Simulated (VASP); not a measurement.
BAs:

```xyz
2
Lattice="0.0000 2.3885 2.3885 2.3885 0.0000 2.3885 2.3885 2.3885 0.0000" Properties=species:S:1:pos:R:3 pbc="T T T"
As    3.5827    3.5827    3.5827
B     0.0000    0.0000    0.0000
```

* Program: VASP 6.6.1
* Task: relaxation of cell and atoms
* Functional: RPBE
* Potentials or basis: VASP PAW PBE potentials, release 64 (As, B)
* Cutoff: 600 eV
* k mesh: 10 × 10 × 10
* Occupations: fermi-dirac, width 0.05 eV
* Spin: no spin polarisation

At the start: pressure 6.0 GPa; volume 13.63 Å³/atom.

Question: Where does the relaxation end?

Answer: Over 3 steps the energy falls by 10.9 meV/atom and the volume is 14.23 Å³/atom (+4.5 %); space group F-43m (No. 216, to 0.05 Å).

Step by step:
| step | energy change (eV) | largest force (eV/Å) | pressure (GPa) | volume (Å³) |
| --- | --- | --- | --- | --- |
| 1 | 0.0000 | 0.0000 | 5.99 | 27.25 |
| 2 | -0.0126 | 0.0000 | -3.43 | 29.31 |
| 3 | -0.0219 | 0.0000 | 0.00 | 28.47 |

Final structure:
```
As B
1.0
     0.00000    2.42354    2.42354
     2.42354    0.00000    2.42354
     2.42354    2.42354    0.00000
As B
1 1
Direct
  0.75000 0.75000 0.75000
  0.00000 0.00000 0.00000
```

Caveat: the PAW data sets were made with another functional, which shifts forces and pressure a little.
